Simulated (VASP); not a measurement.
# V: equation of state with PBEsol

Crystal: V.

```xyz
1
Lattice="-1.5144 1.5144 1.5144 1.5144 -1.5144 1.5144 1.5144 1.5144 -1.5144" Properties=species:S:1:pos:R:3 pbc="T T T"
V     0.0000    0.0000    0.0000
```

```json
{"Program": "VASP 6.6.1", "Task": "equation of state", "Functional": "PBEsol", "Potentials or basis": "VASP PAW PBE potentials, release 64 (V_sv)", "Cutoff": "520 eV", "k mesh": "12 × 12 × 12", "Occupations": "fermi-dirac, width 0.05 eV", "Spin": "collinear spin, ferromagnetic start", "Starting moments": "[2.0] μB", "Ladder": "free", "Further INCAR settings": "ALGO = Normal; EDIFF = 1e-07; NBANDS = 16"}
```

| Item | Value |
| --- | --- |
| Equilibrium volume | 12.96 Å³/atom (rough: see the caveat) |
| Bulk modulus | 194 GPa (rough) |

Energy against volume, from the lowest point:
```
volume (Å³/atom)  energy (meV/atom)
          13.058               0.00
          13.336               5.84
          13.613              17.94
          13.891              35.73
          14.169              58.70
          14.447              86.31
          14.725             118.12
```

All runs of the series together: 110 s on 1 thread of Intel(R) Xeon(R) 6975P-C (Granite Rapids), with other jobs on the host.

Caveat: the minimum lies outside the volumes run; the PAW data sets were made with another functional, which shifts forces and pressure a little.
